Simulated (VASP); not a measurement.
Write the native input for VASP 6.6.1 that does the following.

* Task: relaxation of shape and atoms at fixed volume
* Functional: PBE
* Dispersion: D3(BJ)
* Potentials or basis: VASP PAW PBE potentials, release 64 (Zn, O)
* Cutoff: 600 eV
* k mesh: 9 × 9 × 5
* Occupations: gaussian, width 0.03 eV
* Spin: no spin polarisation
* Further INCAR settings: ALGO = Fast; EDIFF = 1e-07; IBRION = 2; EDIFFG = -0.01; NSW = 40; ISIF = 4

The structure of ZnO (zincite) lies in POSCAR:

```
ZnO                                     
1.0
    3.1954406728      0.0000000000      0.0000000000
   -1.5977203364      2.7673327989     -0.0000000000
    0.0000000000      0.0000000000      5.1571809117
  Zn              O             
     2     2
Direct
     0.3333333332999970    0.6666666667000030    0.4999425256542325
     0.6666666667000030    0.3333333332999970    0.9999425256542326
     0.6666666667000030    0.3333333332999970    0.3790674743457684
     0.3333333332999970    0.6666666667000030    0.8790674743457684
```

The cell isn't the ideal one: a relaxed cell with its volume scaled by 0.94.

One way to write it, as run:

INCAR

```
PREC     = Accurate       # precision mode
ENCUT    = 600            # plane-wave cutoff, eV
EDIFF    = 1E-7           # SCF threshold, eV
ISMEAR   = 0              # smearing method
SIGMA    = 0.03           # smearing width, eV
LREAL    = F              # projectors in reciprocal space
LASPH    = T              # aspherical terms in the spheres
NELM     = 80             # most SCF steps
ALGO     = Fast           # electronic algorithm
ISIF     = 4              # what is computed and relaxed
LWAVE    = F              # write WAVECAR
LCHARG   = F              # write CHGCAR
GGA      = PE             # functional
IVDW     = 12             # dispersion correction
IBRION   = 2              # ionic algorithm
NSW      = 40             # ionic steps
EDIFFG   = -0.01          # ionic threshold
```

KPOINTS

```
regular mesh
0
Gamma
  9 9 5
```

Potentials or basis: VASP PAW PBE potentials, release 64 (Zn, O).

Run with:

```bash
$ cat potpaw_PBE.64/Zn/POTCAR potpaw_PBE.64/O/POTCAR > POTCAR
$ mpirun -np 1 vasp_std > vasp.out
```

Results of the run:

| Quantity | Value |
| --- | --- |
| Pressure after relaxing | 9.6 GPa |
| Largest force after relaxing | 0.007 eV/Å |
| Band gap on the k mesh | 0.84 eV, direct |
| Dispersion energy per atom | -0.234 eV |

Caveat: the relaxation stopped at its first step, so nothing moved.

It took 48 s on 1 thread of Intel(R) Xeon(R) Platinum 8559C (Emerald Rapids), with other jobs on the host, peak memory 0.19 GiB.
